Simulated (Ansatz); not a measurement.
# CaGa17N18: the cost of one run

Computed with Ansatz 0.2.0 (DFT LDA, scalar-relativistic, plane waves, PAW).

6 further runs of the same task are left out: 6 set aside as unsound or not needed.

## Step 1: The system as given

The structure is hexagonal, space group P6_3mc (No. 186). Conventional cell: a = 3.218 Å, b = 3.218 Å, c = 5.243 Å, α = 90.00°, β = 90.00°, γ = 120.00°. Ga (site symmetry 3m) has 4 N at 1.97 to 1.98 Å as nearest neighbours. Around N (site symmetry 3m) lie 4 Ga at 1.97 to 1.98 Å.

Coordinates:

```cif
data_structure
_symmetry_space_group_name_H-M 'P 1'
_symmetry_Int_Tables_number 1
_cell_length_a 3.2184
_cell_length_b 3.2184
_cell_length_c 5.2432
_cell_angle_alpha 90.000
_cell_angle_beta 90.000
_cell_angle_gamma 120.000
_cell_volume 47.03
loop_
_atom_site_label
_atom_site_type_symbol
_atom_site_fract_x
_atom_site_fract_y
_atom_site_fract_z
_atom_site_occupancy
Ga1 Ga 0.66667 0.33333 0.49913 1
Ga2 Ga 0.33333 0.66667 0.99913 1
N1 N 0.66667 0.33333 0.87587 1
N2 N 0.33333 0.66667 0.37587 1
```

It goes back to an entry of the Materials Project.

This cell was relaxed beforehand with the same method: volume 11.76 Å³/atom, gap on the mesh 1.71 eV.

The host's static dielectric tensor, from an earlier linear-response run, has a mean of 10.02.

The perfect supercell (rows -1 1 1; -1 -2 1; 2 1 1 in vectors of this cell) was computed beforehand with the same settings: E(σ→0) = -75022.5201 eV for 36 atoms, gap 3.09 eV on its own mesh.

## Step 2: Making the defect

The atom at (0.389, 0.722, 0.389) of the supercell is replaced. A small random displacement (spread 0.06 Å) lets the symmetry of the site break.

## Step 3: Relaxing the defect, charge 0

File input.yaml:

```yaml
crystal:
  lattice:
    - [-4.7276984523, 2.7295379741, 5.138482438]
    - [0.0, -5.4590759482, 5.138482438]
    - [4.7276984523, 2.7295379741, 5.138482438]
  atoms:
    - { symbol: Ca, position: [0.3824730849, 0.7361166617, 0.3963820445], spin: 0.2 }
    - { symbol: Ga, position: [0.7219881001, 0.3886547668, 0.3886547668] }
    - { symbol: Ga, position: [0.0553214335, 0.7219881001, 0.7219881001] }
    - { symbol: Ga, position: [0.0553214335, 0.0553214335, 0.3886547668] }
    - { symbol: Ga, position: [0.3886547668, 0.3886547668, 0.7219881001] }
    - { symbol: Ga, position: [0.7219881001, 0.7219881001, 0.0553214335] }
    - { symbol: Ga, position: [0.7219881001, 0.0553214335, 0.7219881001] }
    - { symbol: Ga, position: [0.0553214335, 0.3886547668, 0.0553214335] }
    - { symbol: Ga, position: [0.3886547668, 0.0553214335, 0.0553214335] }
    - { symbol: Ga, position: [0.7775436557, 0.7775436557, 0.4442103224] }
    - { symbol: Ga, position: [0.110876989, 0.4442103224, 0.4442103224] }
    - { symbol: Ga, position: [0.4442103224, 0.7775436557, 0.7775436557] }
    - { symbol: Ga, position: [0.4442103224, 0.110876989, 0.4442103224] }
    - { symbol: Ga, position: [0.7775436557, 0.4442103224, 0.7775436557] }
    - { symbol: Ga, position: [0.110876989, 0.7775436557, 0.110876989] }
    - { symbol: Ga, position: [0.110876989, 0.110876989, 0.7775436557] }
    - { symbol: Ga, position: [0.4442103224, 0.4442103224, 0.110876989] }
    - { symbol: Ga, position: [0.7775436557, 0.110876989, 0.110876989] }
    - { symbol: "N", position: [0.4955483432, 0.8536756377, 0.5319950763], spin: 0.2 }
    - { symbol: "N", position: [0.8474563443, 0.514123011, 0.514123011] }
    - { symbol: "N", position: [0.1807896776, 0.8474563443, 0.8474563443] }
    - { symbol: "N", position: [0.1807896776, 0.1807896776, 0.514123011] }
    - { symbol: "N", position: [0.514123011, 0.514123011, 0.8474563443] }
    - { symbol: "N", position: [0.8474563443, 0.8474563443, 0.1807896776] }
    - { symbol: "N", position: [0.8474563443, 0.1807896776, 0.8474563443] }
    - { symbol: "N", position: [0.1807896776, 0.514123011, 0.1807896776] }
    - { symbol: "N", position: [0.514123011, 0.1807896776, 0.1807896776] }
    - { symbol: "N", position: [0.5660646286, 0.5674185698, 0.2327963639], spin: 0.2 }
    - { symbol: "N", position: [0.9030118999, 0.2363452332, 0.2363452332] }
    - { symbol: "N", position: [0.2439231812, 0.5581866607, 0.5556721984], spin: 0.2 }
    - { symbol: "N", position: [0.2317909976, 0.9089484988, 0.2377937387], spin: 0.2 }
    - { symbol: "N", position: [0.5696785665, 0.2363452332, 0.5696785665] }
    - { symbol: "N", position: [0.9030118999, 0.5696785665, 0.9030118999] }
    - { symbol: "N", position: [0.9030118999, 0.9030118999, 0.5696785665] }
    - { symbol: "N", position: [0.2363452332, 0.2363452332, 0.9030118999] }
    - { symbol: "N", position: [0.5696785665, 0.9030118999, 0.9030118999] }
  host:
    lattice:
      - [3.1517989682, 0.0, 0.0]
      - [-1.5758994841, 2.7295379741, 0.0]
      - [0.0, 0.0, 5.138482438]
    atoms:
      - { symbol: Ga, position: [0.6666666667, 0.3333333333, 0.4992976337] }
      - { symbol: Ga, position: [0.3333333333, 0.6666666667, 0.9992976337] }
      - { symbol: "N", position: [0.6666666667, 0.3333333333, 0.8757023663] }
      - { symbol: "N", position: [0.3333333333, 0.6666666667, 0.3757023663] }
basis:
  ecutwfc: 420
  xc_grid: 2
kpoints:
  mp_grid: { grid: [2, 2, 2], shift: [0.5, 0.5, 0.5] }
hamiltonian:
  xc: lda
scf:
  occupations: { method: gaussian, width: 0.01 }
output:
  forces: true
  stress: false
  eigenvalues: true
  populations: true
  charged_corrections:
    defect_position: [0.38865477, 0.7219881, 0.38865477]
    epsilon: [[9.6936, 0.0, 0.0], [0.0, 9.6936, 0.0], [0.0, 0.0, 10.6817]]
  write_density: true
  write_potential: true
  elf: true
  volumetric_format: npy
magnetization:
  spin_polarized: true
relax:
  adjacent_minimum: "off"
  f_tol: 0.025
  max_steps: 45
```

Started as:

```bash
ansatz run input.yaml --threads 4 --pin off --max-ram 8192MiB --backend cpu --events-out ev --progress --plain --runs-dir out
```

What time and memory should one allow on 4 threads of Intel Xeon at 2.70GHz, shared host?

About 5.1 min, with a peak of 1.9 GiB.
